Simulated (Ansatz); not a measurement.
Crystal: Cu.

```
CELL_PARAMETERS angstrom
1.21846 -3.97638 0.00000
1.21846 3.97638 0.00000
0.00000 0.00000 2.47550
ATOMIC_POSITIONS crystal
Cu 0.86613 0.13387 0.75000
Cu 0.13387 0.86613 0.25000
```

This isn't the form of Cu at room conditions, which is fcc.

Base run:

```yaml
Program: Ansatz 0.2.0
Functional: PBEsol
Potentials_or_basis: Ansatz PAW
Cutoff: 420 eV
Density_cutoff: 1680 eV
k_mesh: 11 × 11 × 11
Occupations: fermi-dirac, width 0.05 eV
Spin: no spin polarisation
```

Its results: band gap on the k mesh none (metal or under the smearing width); pressure -1.5 GPa; largest force 0.005 eV/Å.

Problem. The run is repeated on the same cell with these changes: functional from PBEsol to LDA. What comes out?

Solution. Band gap on the k mesh none (metal or under the smearing width); pressure -7.6 GPa; largest force 0.042 eV/Å.

LDA binds more tightly than PBEsol, so the same cell stands under less pressure.

Caveats: the PAW data sets come from PBE, with cores solved anew for the run's functional, which leaves a small shift of forces and pressure.

Not every run made on this cell is shown here.
